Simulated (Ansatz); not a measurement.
# BN (F-43m) in Ansatz: settings compared

Aim: see how the results for BN move with the level of theory and the settings. Levels: PBE, RPBE, LDA. Tasks: phonons, band structure, Born charges and dielectric tensor.

All numbers are computed with Ansatz 0.2.0; they aren't measurements. Logs are shortened: lines on timing, memory, paths and dates and some standing lists are left out, and cuts for length are marked.

**The experiment to reproduce.**

A printed reference work, monograph reports, for a bulk crystal of BN at 300 K: band gap 6.4 eV (indirect).

How close the calculation comes is told below.

### 1 The structure

It takes space group F-43m (No. 216, cubic). The conventional cell has a = 3.626 Å, b = 3.626 Å, c = 3.626 Å, α = 90.00°, β = 90.00°, γ = 90.00°. N (site symmetry -43m) has 4 B at 1.57 Å as nearest neighbours. B (site symmetry -43m) has 4 N at 1.57 Å as nearest neighbours.

The cell is a database's computed one.

### 2 Phonons, PBE

Contents of input.yaml:

```yaml
crystal:
  lattice:
    - [0.0, 1.813001, 1.813001]
    - [1.813001, 0.0, 1.813001]
    - [1.813001, 1.813001, 0.0]
  atoms:
    - { symbol: "N", position: [0.25, 0.25, 0.25] }
    - { symbol: B, position: [0.0, 0.0, 0.0] }
kpoints:
  mp_grid: { grid: [10, 10, 10] }
scf:
  occupations: { method: fermi_dirac, width: 0.05 }
hamiltonian:
  xc: pbe
  pseudopotentials: { kind: all_electron, lapw: { basis_error: 0.001 } }
output: {}
phonons:
  method: fd
  supercell: [1, 1, 1]
```

Potentials or basis: all-electron LAPW, scalar-relativistic.

On the command line:

```bash
$ ansatz run input.yaml --threads 1 --pin off --max-ram 3072MiB --backend cpu --events-out ev --progress --plain --runs-dir out
```

The log of the run:

```text
Warning: RAYON_NUM_THREADS=1 ignored (pool sized by the plan → 1); use --threads N
LAPW: plane waves up to 11.151 Å⁻¹, error target 1.0e-3 eV per atom; small_component_spin mean_spin; B in spheres of 0.718 Å, 5 of its electrons in bands, Dirac shells []; N in spheres of 0.805 Å, 7 of its electrons in bands, Dirac shells [] (how accurate: hamiltonian.pseudopotentials.lapw.basis_error, Limitations)
Engine: ansatz 0.2.0, aarch64-unknown-linux-gnu
Pseudopotentials: kind: all_electron
Pseudopotential: N, LAPW, valence charge 7, lapw/all_electron/scalar/gaussian/N, Koelling and Harmon's equation, gaussian nucleus
Pseudopotential: B, LAPW, valence charge 5, lapw/all_electron/scalar/gaussian/B, Koelling and Harmon's equation, gaussian nucleus
Functional definition: PBE
  parameter kappa = 0.804
  parameter beta = 0.06672455060314922
  exchange = pbe_x(kappa = kappa, mu = beta*pi^2/3)
  correlation = pbe_c(beta = beta)
Crystal: 2 atoms, lattice volume = 11.919 Å³
Basis set: ecut = 473.79091650568364 eV, 283 PW (Γ), exchange–correlation at level 2
Bands: 10, of which v1, the nominal top of the filled ones, is band 6 counted from 1 (5 counted from 0)
Symmetry: 24 space group operations
k-points: 47 of 1000 (time reversal used)
Non-local potential: N, projectors of the file, none
Non-local potential: B, projectors of the file, none
Initial density: superposition of atomic densities (chi_scale 0.1, normalization cell, long waves kept (reshape's long-wave potential 0.00 eV rms))
Initial wavefunctions: plane waves of lowest kinetic energy (no species holds an atomic orbital)
Functional: x = pbe(κ = 0.804, μ = 0.2195149727645171), c = pbe(β = 0.06672455060314922)
iter 1 solved again at ethr=1.87e-2 eV; its pass at ethr=1.00e-1 eV (dr2=2.24e0 eV) is discarded
SCF iter   1: F=—  HF=-2169.610714 eV  |F-HF|=—  |Δ(HF+E_count)|=         —  Δρ=1.53e-1  dr2=2.25e0  ethr=1.87e-2  ⟨swp⟩=2.0  Hψ=3331  notcnv=0
preconditioner: auto → none  [insulator: Δε(μ)=6.011 eV  Ē_g=20.337 eV  σ=0.050 eV  W_gap=1.00  n_scr=0 (ndim 8)  ℏωp=30.4 eV  f_vac=0.000  D(μ)=0.00/eV (n_scr^D=0)  ε∞_Penn≈3.2]
iter 2 solved again at ethr=1.85e-3 eV; its pass at ethr=1.87e-2 eV (dr2=2.21e-1 eV) is discarded
SCF iter   2: F=—  HF=-2168.771898 eV  |F-HF|=—  |Δ(HF+E_count)|=   8.39e-1  Δρ=5.36e-2  dr2=2.21e-1  ethr=1.85e-3  ⟨swp⟩=2.0  Hψ=2530  notcnv=0
SCF iter   3: F=—  HF=-2168.695057 eV  |F-HF|=—  |Δ(HF+E_count)|=   7.68e-2  Δρ=2.43e-2  dr2=4.80e-2  ethr=1.85e-3  ⟨swp⟩=2.3  Hψ=1412  notcnv=0
SCF iter   4: F=—  HF=-2168.690134 eV  |F-HF|=—  |Δ(HF+E_count)|=         —  Δρ=7.92e-3  dr2=5.22e-3  ethr=4.00e-4  ⟨swp⟩=2.1  Hψ=1373  notcnv=0
the basis was enlarged: its passes take 45.4 KiB over the memory plan, 1 of 1 planned eigensolver slots
SCF iter   5: F=—  HF=-2168.689867 eV  |F-HF|=—  |Δ(HF+E_count)|=   2.68e-4  Δρ=1.21e-3  dr2=1.29e-4  ethr=4.35e-5  ⟨swp⟩=2.3  Hψ=1300  notcnv=0
SCF iter   6: F=—  HF=-2168.689874 eV  |F-HF|=—  |Δ(HF+E_count)|=   7.39e-6  Δρ=8.77e-5  dr2=7.06e-7  ethr=1.07e-6  ⟨swp⟩=2.3  Hψ=1222  notcnv=0
SCF iter   7: F=-2168.689874 eV  HF=-2168.689874 eV  |F-HF|=1.99e-10  |Δ(HF+E_count)|=   2.34e-7  Δρ=2.77e-6  dr2=6.60e-10  ethr=5.89e-9  ⟨swp⟩=2.9  Hψ=1279  notcnv=0
SCF 1 converged in 7 iterations: F = -2168.689874 eV  dr2 = 6.60e-10
Symmetry: 4 space group operations
k-points: 171 of 1000 (time reversal used)
Initial density: handed on by an earlier stage of this run
Initial wavefunctions: plane waves of lowest kinetic energy (no species holds an atomic orbital; no wavefunctions were taken with the density)
iter 1 solved again at ethr=1.81e-6 eV; its pass at ethr=1.00e-1 eV (dr2=2.17e-4 eV) is discarded
SCF iter   1: F=—  HF=-2168.688748 eV  |F-HF|=—  |Δ(HF+E_count)|=         —  Δρ=2.01e-3  dr2=2.17e-4  ethr=1.81e-6  ⟨swp⟩=4.1  Hψ=14499  notcnv=0
preconditioner: auto → none  [insulator: Δε(μ)=4.360 eV  Ē_g=19.885 eV  σ=0.050 eV  W_gap=1.00  n_scr=0 (ndim 8)  ℏωp=30.4 eV  f_vac=0.000  D(μ)=0.00/eV (n_scr^D=0)  ε∞_Penn≈3.3]
SCF iter   2: F=—  HF=-2168.688694 eV  |F-HF|=—  |Δ(HF+E_count)|=   5.36e-5  Δρ=8.85e-4  dr2=3.42e-5  ethr=1.81e-6  ⟨swp⟩=2.0  Hψ=4311  notcnv=0
iter 3 solved again at ethr=2.92e-9 eV; its pass at ethr=2.85e-7 eV (dr2=3.51e-7 eV) is discarded
SCF iter   3: F=—  HF=-2168.688694 eV  |F-HF|=—  |Δ(HF+E_count)|=   5.79e-7  Δρ=1.01e-4  dr2=3.47e-7  ethr=2.92e-9  ⟨swp⟩=2.0  Hψ=7775  notcnv=0
SCF iter   4: F=—  HF=-2168.688694 eV  |F-HF|=—  |Δ(HF+E_count)|=   2.61e-7  Δρ=2.66e-5  dr2=6.02e-8  ethr=2.89e-9  ⟨swp⟩=2.3  Hψ=4436  notcnv=0
SCF iter   5: F=—  HF=-2168.688694 eV  |F-HF|=—  |Δ(HF+E_count)|=   2.67e-8  Δρ=5.26e-6  dr2=1.76e-9  ethr=5.02e-10  ⟨swp⟩=2.3  Hψ=4446  notcnv=0
SCF iter   6: F=-2168.688694 eV  HF=-2168.688694 eV  |F-HF|=1.64e-11  |Δ(HF+E_count)|=  7.82e-11  Δρ=7.09e-7  dr2=2.09e-11  ethr=1.46e-11  ⟨swp⟩=2.3  Hψ=4433  notcnv=0
SCF 2 converged in 6 iterations: F = -2168.688694 eV  dr2 = 2.09e-11
iter 1 solved again at ethr=4.37e-6 eV; its pass at ethr=1.00e-1 eV (dr2=5.25e-4 eV) is discarded
SCF iter   1: F=—  HF=-2168.688896 eV  |F-HF|=—  |Δ(HF+E_count)|=         —  Δρ=2.61e-3  dr2=5.23e-4  ethr=4.37e-6  ⟨swp⟩=4.0  Hψ=14229  notcnv=0
SCF iter   2: F=—  HF=-2168.688707 eV  |F-HF|=—  |Δ(HF+E_count)|=   1.89e-4  Δρ=1.08e-3  dr2=6.68e-5  ethr=4.36e-6  ⟨swp⟩=2.0  Hψ=4311  notcnv=0
iter 3 solved again at ethr=9.16e-9 eV; its pass at ethr=5.57e-7 eV (dr2=1.10e-6 eV) is discarded
SCF iter   3: F=—  HF=-2168.688694 eV  |F-HF|=—  |Δ(HF+E_count)|=   1.33e-5  Δρ=1.83e-4  dr2=1.09e-6  ethr=9.16e-9  ⟨swp⟩=2.0  Hψ=7734  notcnv=0
SCF iter   4: F=—  HF=-2168.688694 eV  |F-HF|=—  |Δ(HF+E_count)|=   3.06e-7  Δρ=3.16e-5  dr2=8.83e-8  ethr=9.07e-9  ⟨swp⟩=2.1  Hψ=4321  notcnv=0
SCF iter   5: F=—  HF=-2168.688694 eV  |F-HF|=—  |Δ(HF+E_count)|=   4.36e-8  Δρ=5.74e-6  dr2=1.84e-9  ethr=7.36e-10  ⟨swp⟩=2.3  Hψ=4446  notcnv=0
SCF iter   6: F=-2168.688694 eV  HF=-2168.688694 eV  |F-HF|=2.05e-11  |Δ(HF+E_count)|=  5.94e-10  Δρ=7.49e-7  dr2=2.94e-11  ethr=1.54e-11  ⟨swp⟩=2.3  Hψ=4389  notcnv=0
SCF 3 converged in 6 iterations: F = -2168.688694 eV  dr2 = 2.94e-11
SCF converged after 7 iterations
Free energy (F): -2168.689874 eV
Harris-Foulkes:  -2168.689874 eV  (|F-HF|=1.99e-10)
Internal energy: -2168.689874 eV  (E = F + TS)
E sigma→0 (E₀):  -2168.689874 eV
Fermi energy:    13.545904 eV
--- Per-component energies (eV) ---
  E_band       = -1022.477158
  E_kinetic    = 2161.346914
  E_xc         = -300.220928
  E_electrostatic = -4029.815860  (all electrons and nuclei)
  E_smearing   = -0.000000  (= −TS)
  E_closure    = 0.000000  (closes the sum)
  E_atoms      = -2151.229577  (free atoms, spherical and without spin; not in F)
  Σ components = -2168.689874   (vs F -2168.689874, Δ=0.00e0)
  Basis errors (estimates in eV, not in F): energy 5.2e-4 per atom: plane waves 5.0e-4 (3.2e-4 summed), levels above the bands 9.1e-139, relativity 1.3e-8, radial functions 1.6e-5, core shells 0.0e0; eigenvalues (radial functions only) 3.3e-6; not estimated: angular momenta, meshes, grids; target (lapw.basis_error) 1.0e-3; muffin-tin radii B 0.718 Å, N 0.805 Å
--- Forces (eV/Å), atoms counted from 1 ---
  atom   1  N     -0.00000000    -0.00000000    -0.00000000
  atom   2  B      0.00000000    -0.00000000     0.00000000
  max |Σ_I F_I| component: 2.08e-17 eV/Å
--- Band table (eV; the first three rows and the last of 47) ---
  k-point 0: bands = ["-363.8799", "-161.3074", "-8.8094", "11.3157", "11.3157", "11.3157", "20.0995", "20.0995", "20.0995", "21.5212"]
  k-point 1: bands = ["-363.8799", "-161.3074", "-8.5683", "10.0539", "11.0643", "11.0643", "20.3535", "20.4798", "20.4798", "22.3251"]
  k-point 2: bands = ["-363.8799", "-161.3074", "-7.8589", "7.3569", "10.4987", "10.4987", "20.7021", "21.2682", "21.2682", "23.9971"]
  k-point 46: bands = ["-363.8799", "-161.3073", "-3.0110", "3.4622", "4.7903", "5.0062", "20.0465", "24.2564", "25.3405", "27.2263"]
--- Phonons: 2 displaced members + reference (amplitude 0.01 Å, Σ member SCF iterations 12) ---
  symmetry images taken by strict's conditions (phonons.symmetry_images: auto; settled by no image being taken that strict refuses)
  ASR residual: 5.516e-4 → 0.000e0 eV/Å²; symmetrization residual: 2.984e-4 eV/Å²
  largest component of a force at the reference: 1.9e-16 eV/Å
  ASR residual per site (eV/Å²): 5.52e-4 5.40e-4
  Γ frequencies (cm⁻¹): 0.00 0.00 0.00 1025.73 1025.73 1025.73
  density of states and harmonic sums: on the 29×29×29 q-mesh, interpolated from the force constants of a 1×1×1 supercell (no non-analytic term)
  largest difference from the sums on the solved wave vectors: F 1.27e-1 eV, S 3.86e-4 and C_V 2.57e-4 eV/K
  zero-point energy: 0.258975 eV/cell   skipped modes (ω ≤ 0): 3   left out of the sums: 2.05e-5 of the cell's modes: C_V's classical limit lies that fraction below 3 k_B per atom; for a crystal, a wire or a layer, F and S can be off by more, and a phonons.interpolated_qmesh denser along its periods is the remedy for the sampling
```

phdos.tsv:

```text
# omega_inv_cm	omega_thz	g_bin_mean(omega)[modes/inv_cm]
# format = ansatz-phdos/2
# interpolated_qmesh = 29 29 29
# force_constants_supercell = 1 1 1
# lo_to_splitting: not included (the non-analytic LO-TO correction is not applied to the interpolated dynamical matrix; polar crystals: no LO-TO splitting at GAMMA, and LO and other optical branches, acoustic branches and sound speeds, and with them the density of states and the thermodynamics, can be off between the wave vectors that the force constants were sampled on, most near GAMMA; a larger extent of the force constants narrows that region and is not shown to mend the acoustic slopes)
# g_bin_mean(omega): the modes in a bin one row spacing wide, centred on omega, divided by that spacing. A flat band (one whose frequency is the same at every q-point) is counted whole in the row whose bin holds it (on the edge of two bins, in the lower row). The modes of the run's own cell are the sum of g_bin_mean times the row spacing in inv_cm (a plain sum, not the trapezoid rule); for a one-atom cell on a GAMMA-only q-mesh every row is zero, so that sum is 0, not 3
0.000000	0.000000	2.068152e-9
2.051459	0.061501	5.377195e-8
4.102919	0.123002	2.026789e-7
6.154378	0.184504	4.508572e-7
8.205838	0.246005	7.983067e-7
10.257297	0.307506	1.245028e-6
[... 493 lines left out ...]
1023.678241	30.689102	1.099220e-3
1025.729700	30.750603	1.424124e-4
```

It took 30 s on 1 thread of Arm Neoverse V1, shared host; peak memory 0.34 GiB.

What came out:

```yaml
Free_energy: -2168.6899 eV
Band_gap_on_the_k_mesh: 4.46 eV, indirect (least direct gap 8.78 eV)
Highest_phonon_frequency_at_Γ_LO-TO_splitting_left_out: 1026 cm⁻¹
```

Phonon frequencies in cm⁻¹ (negative: imaginary):
| q point | frequencies |
| --- | --- |
| (0.000, 0.000, 0.000) | 0 0 0 1026 1026 1026 |

### 3 Band structure, RPBE

Contents of input.yaml:

```yaml
crystal:
  lattice:
    - [0.0, 1.813001, 1.813001]
    - [1.813001, 0.0, 1.813001]
    - [1.813001, 1.813001, 0.0]
  atoms:
    - { symbol: "N", position: [0.25, 0.25, 0.25] }
    - { symbol: B, position: [0.0, 0.0, 0.0] }
kpoints:
  mp_grid: { grid: [13, 13, 13] }
  band_path:
    path:
      - [0.0, 0.0, 0.0]
      - [0.5, 0.0, 0.5]
      - [0.5, 0.25, 0.75]
      - [0.375, 0.375, 0.75]
      - [0.0, 0.0, 0.0]
      - [0.5, 0.5, 0.5]
      - [0.625, 0.25, 0.625]
      - [0.5, 0.25, 0.75]
    npoints: 10
scf:
  occupations: { method: fermi_dirac, width: 0.05 }
hamiltonian:
  xc: rpbe
  pseudopotentials: { kind: all_electron, lapw: { basis_error: 0.001 } }
output:
  forces: true
  stress: true
  eigenvalues: true
```

Potentials or basis: all-electron LAPW, scalar-relativistic.

On the command line:

```bash
$ ansatz run input.yaml --threads 1 --pin off --max-ram 3072MiB --backend cpu --events-out ev --progress --plain --runs-dir out
```

The log of the run:

```text
Warning: RAYON_NUM_THREADS=1 ignored (pool sized by the plan → 1); use --threads N
LAPW: plane waves up to 10.804 Å⁻¹, error target 1.0e-3 eV per atom; small_component_spin mean_spin; B in spheres of 0.737 Å, 5 of its electrons in bands, Dirac shells []; N in spheres of 0.833 Å, 7 of its electrons in bands, Dirac shells [] (how accurate: hamiltonian.pseudopotentials.lapw.basis_error, Limitations)
Engine: ansatz 0.2.0, aarch64-unknown-linux-gnu
Pseudopotentials: kind: all_electron
Pseudopotential: N, LAPW, valence charge 7, lapw/all_electron/scalar/gaussian/N, Koelling and Harmon's equation, gaussian nucleus
Pseudopotential: B, LAPW, valence charge 5, lapw/all_electron/scalar/gaussian/B, Koelling and Harmon's equation, gaussian nucleus
Functional definition: RPBE
  parameter kappa = 0.804
  parameter beta = 0.06672455060314922
  exchange = rpbe_x(kappa = kappa, mu = beta*pi^2/3)
  correlation = pbe_c(beta = beta)
Crystal: 2 atoms, lattice volume = 11.919 Å³
Basis set: ecut = 444.70499962128827 eV, 259 PW (Γ), exchange–correlation at level 2
Bands: 10, of which v1, the nominal top of the filled ones, is band 6 counted from 1 (5 counted from 0)
Symmetry: 24 space group operations
Space group: F-43m (ITA 216), of the structure as read, at distance tolerance 2.3e-5 Å
k-points: 84 of 2197 (time reversal used)
Non-local potential: N, projectors of the file, none
Non-local potential: B, projectors of the file, none
Initial density: superposition of atomic densities (chi_scale 0.1, normalization cell, long waves kept (reshape's long-wave potential 0.00 eV rms))
Initial wavefunctions: plane waves of lowest kinetic energy (no species holds an atomic orbital)
Functional: x = rpbe, c = pbe(β = 0.06672455060314922)
iter 1 solved again at ethr=1.77e-2 eV; its pass at ethr=1.00e-1 eV (dr2=2.13e0 eV) is discarded
SCF iter   1: F=—  HF=-2172.063920 eV  |F-HF|=—  |Δ(HF+E_count)|=         —  Δρ=1.50e-1  dr2=2.13e0  ethr=1.77e-2  ⟨swp⟩=2.0  Hψ=6445  notcnv=0
preconditioner: auto → none  [insulator: Δε(μ)=6.037 eV  Ē_g=20.398 eV  σ=0.050 eV  W_gap=1.00  n_scr=0 (ndim 8)  ℏωp=30.4 eV  f_vac=0.000  D(μ)=0.00/eV (n_scr^D=0)  ε∞_Penn≈3.2]
iter 2 solved again at ethr=1.72e-3 eV; its pass at ethr=1.77e-2 eV (dr2=2.06e-1 eV) is discarded
SCF iter   2: F=—  HF=-2171.253337 eV  |F-HF|=—  |Δ(HF+E_count)|=   8.11e-1  Δρ=5.14e-2  dr2=2.07e-1  ethr=1.72e-3  ⟨swp⟩=2.0  Hψ=4461  notcnv=0
SCF iter   3: F=—  HF=-2171.189443 eV  |F-HF|=—  |Δ(HF+E_count)|=   6.39e-2  Δρ=2.39e-2  dr2=4.73e-2  ethr=1.72e-3  ⟨swp⟩=2.1  Hψ=2527  notcnv=0
SCF iter   4: F=—  HF=-2171.188455 eV  |F-HF|=—  |Δ(HF+E_count)|=         —  Δρ=8.96e-3  dr2=6.90e-3  ethr=3.94e-4  ⟨swp⟩=2.0  Hψ=2509  notcnv=0
the basis was enlarged: its passes take 45.4 KiB over the memory plan, 1 of 1 planned eigensolver slots
SCF iter   5: F=—  HF=-2171.188638 eV  |F-HF|=—  |Δ(HF+E_count)|=   1.83e-4  Δρ=1.65e-3  dr2=2.50e-4  ethr=5.75e-5  ⟨swp⟩=2.0  Hψ=2486  notcnv=0
SCF iter   6: F=—  HF=-2171.188676 eV  |F-HF|=—  |Δ(HF+E_count)|=   3.72e-5  Δρ=1.42e-4  dr2=2.00e-6  ethr=2.08e-6  ⟨swp⟩=2.0  Hψ=2185  notcnv=0
SCF iter   7: F=-2171.188676 eV  HF=-2171.188676 eV  |F-HF|=6.08e-10  |Δ(HF+E_count)|=   9.04e-7  Δρ=3.56e-6  dr2=1.12e-9  ethr=1.67e-8  ⟨swp⟩=3.0  Hψ=2400  notcnv=0
SCF 1 converged in 7 iterations: F = -2171.188676 eV  dr2 = 1.12e-9
NSCF: frozen V_eff on 71 k-points
SCF converged after 7 iterations
Free energy (F): -2171.188676 eV
Harris-Foulkes:  -2171.188676 eV  (|F-HF|=6.08e-10)
Internal energy: -2171.188676 eV  (E = F + TS)
E sigma→0 (E₀):  -2171.188676 eV
Fermi energy:    13.705313 eV
--- Per-component energies (eV) ---
  E_band       = -1022.992202
  E_kinetic    = 2165.144161
  E_xc         = -302.987636
  E_electrostatic = -4033.345202  (all electrons and nuclei)
  E_smearing   = -0.000000  (= −TS)
  E_closure    = 0.000000  (closes the sum)
  E_atoms      = -2154.646641  (free atoms, spherical and without spin; not in F)
  Σ components = -2171.188676   (vs F -2171.188676, Δ=0.00e0)
  Basis errors (estimates in eV, not in F): energy 5.7e-4 per atom: plane waves 5.4e-4 (3.3e-4 summed), levels above the bands 1.9e-138, relativity 3.4e-8, radial functions 3.1e-5, core shells 0.0e0; eigenvalues (radial functions only) 5.7e-6; not estimated: angular momenta, meshes, grids; target (lapw.basis_error) 1.0e-3; muffin-tin radii B 0.737 Å, N 0.833 Å
--- Forces (eV/Å), atoms counted from 1 ---
  atom   1  N     -0.00000000     0.00000000     0.00000000
  atom   2  B      0.00000000    -0.00000000    -0.00000000
  max |Σ_I F_I| component: 4.16e-17 eV/Å
--- Stress (GPa, compression-positive) ---
        5.381805       0.000000      -0.000000
        0.000000       5.381805       0.000000
       -0.000000       0.000000       5.381805
  P = ⅓ Tr σ = 5.3818 GPa (53.818 kbar)
--- Band table (eV; the first three rows and the last of 84) ---
  k-point 0: bands = ["-364.2305", "-161.5759", "-8.7616", "11.4297", "11.4297", "11.4297", "20.2754", "20.2754", "20.2754", "21.6319"]
  k-point 1: bands = ["-364.2305", "-161.5759", "-8.6188", "10.6449", "11.2764", "11.2764", "20.4433", "20.5092", "20.5092", "22.1301"]
  k-point 2: bands = ["-364.2305", "-161.5759", "-8.1950", "8.7885", "10.8923", "10.8923", "20.6997", "21.0739", "21.0739", "23.3486"]
  k-point 83: bands = ["-364.2305", "-161.5758", "-3.0439", "3.6305", "4.5450", "5.4487", "20.9187", "24.4270", "25.4968", "26.9482"]
```

bands.tsv:

```text
# k_distance	band_0	band_1	band_2	band_3	band_4	band_5	band_6	band_7	band_8	band_9
# fermi_ev = 13.705313
# lock_threshold_ev = 1e-6
# [0, 0, 0] at k_distance = 0.000000
# [0.5, 0, 0.5] at k_distance = 1.732814
# [0.5, 0.25, 0.75] at k_distance = 2.599220
# [0.375, 0.375, 0.75] at k_distance = 3.211862
# [0, 0, 0] at k_distance = 5.049789
# [0.5, 0.5, 0.5] at k_distance = 6.550449
# [0.625, 0.25, 0.625] at k_distance = 7.611576
# [0.5, 0.25, 0.75] at k_distance = 8.224219
# levels_relative_to = fermi_ev
# free_energy_ev = -2171.188676
# largest_residual_norms_ev = 5.861e-3 4.741e-3 1.438e-3 1.763e-3 1.881e-3 1.982e-3 1.878e-3 1.664e-3 2.035e-3 2.269e-3
0.000000	-377.935808	-175.281246	-22.466940	-2.275610	-2.275610	-2.275610	6.570038	6.570038	6.570038	7.926554
0.173281	-377.935808	-175.281244	-22.386394	-2.499949	-2.482602	-2.482602	6.426260	6.845345	6.845345	8.186607
0.346563	-377.935808	-175.281230	-22.145942	-3.118065	-3.025373	-3.025373	6.098029	7.591115	7.591115	8.777472
0.519844	-377.935808	-175.281205	-21.749384	-4.015090	-3.748300	-3.748300	5.664001	8.646172	8.646172	9.380725
0.693125	-377.935808	-175.281162	-21.203948	-5.088515	-4.519889	-4.519889	5.140797	9.609171	9.870198	9.870198
0.866407	-377.935808	-175.281155	-20.522074	-6.269197	-5.255005	-5.255005	4.538495	9.211632	11.163902	11.163902
[... 63 lines left out ...]
8.162954	-377.935808	-175.281074	-16.669913	-9.892180	-9.199357	-8.601271	7.272287	11.000058	11.949838	12.667107
8.224219	-377.935808	-175.281071	-16.661507	-9.856786	-9.160150	-8.706066	7.343168	10.987811	12.267980	12.282684
```

Wall time 10 s (1 thread of Arm Neoverse V2, shared host); peak memory 0.25 GiB.

Results:

```
Free energy             : -2171.1887 eV
Pressure                : 5.4 GPa
Band gap on the k mesh  : 4.57 eV, indirect (least direct gap 8.85 eV)
Band gap along the path : 4.49 eV, indirect (least direct gap 8.85 eV)
```

Levels at the corners of the path, in eV from the valence-band top:
```
point  band 3  band 4  band 5  band 6  band 7  band 8  band 9  band 10
    Γ  -20.19    0.00    0.00    0.00    8.85    8.85    8.85    10.20
    X  -14.68   -8.88   -4.86   -4.86    4.49    9.21   17.91    17.91
    W  -14.39   -7.58   -6.88   -6.43    9.62   13.26   14.54    14.56
    K  -14.61   -8.10   -7.58   -4.04    6.93   12.84   15.81    16.65
    Γ  -20.19    0.00    0.00    0.00    8.85    8.85    8.85    10.20
    L  -16.04  -10.61   -1.92   -1.92   10.03   10.72   10.72    15.27
    U  -14.61   -8.10   -7.58   -4.04    6.93   12.84   15.81    16.65
    W  -14.39   -7.58   -6.88   -6.43    9.62   13.26   14.54    14.56
```

(Part 1 of 2 ends here.)
